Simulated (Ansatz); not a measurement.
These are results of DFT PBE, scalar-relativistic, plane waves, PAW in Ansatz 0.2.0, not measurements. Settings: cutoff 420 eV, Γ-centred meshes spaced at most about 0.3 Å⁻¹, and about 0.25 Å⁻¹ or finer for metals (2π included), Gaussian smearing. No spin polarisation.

Temperature and zero-point effects are left out.

Compare these two cells of Si6C, each relaxed at this level.

1. Space group R-3m (No. 166), trigonal, a = 3.660 Å, c = 63.485 Å. Si on its first site is surrounded by 1 C at 1.92 Å and 3 Si at 2.30 Å; Si on its second site is surrounded by 4 Si at 2.29–2.35 Å; around Si on its third site lie 4 Si at 2.29–2.35 Å; Si on its fourth site is surrounded by 4 Si at 2.30–2.35 Å; around C lie 1 Si at 1.92 Å and 3 Si at 2.18 Å; 2 more sites not described.

2. Space group Fm-3m (No. 225), cubic, a = 7.345 Å. Si has 2 C at 2.60 Å and 8 Si at 2.60 Å; C has 12 Si at 2.60 Å.

Problem. Which form is favoured at zero pressure, and by what margin per atom?

Solution. Cell 1 is lower, by 0.76 eV/atom. Cell 1 has Si and C ordered on diamond sites, space group R-3m (No. 166), 17.5 Å³/atom and no gap on its mesh; cell 2 has space group Fm-3m (No. 225), 14.2 Å³/atom and no gap. Counting Si atoms around C (those within 1.25 times the shortest such distance or 1.15 times the sum of covalent radii, 1.27 where that leaves under three; a plus sign parts nearer from farther groups; the shortest distance is added where it exceeds 1.18 times the sum of covalent radii), cell 1 has C 1+3 and cell 2 has C 12 from 2.6 Å. Cell 1 holds Si–Si nets (shortest 2.29 Å); in cell 2 the shortest Si–Si distance is 2.60 Å, near bonding range too. The lower one is the more open, so pressure narrows the difference. Even the lower one lies +0.26 eV/atom against the reference forms of the elements (uncorrected), so neither is stable at this level. Both come from invented guesses. The lowest form computed isn't among them: it has Si and C ordered on diamond sites, space group R-3 (No. 148), 16.9 Å³/atom and lies 63 meV/atom below the best shown.

Cells relaxed within their symmetry can be saddle points. Some candidate types were left out of the draw beforehand, so a known form may be missing.
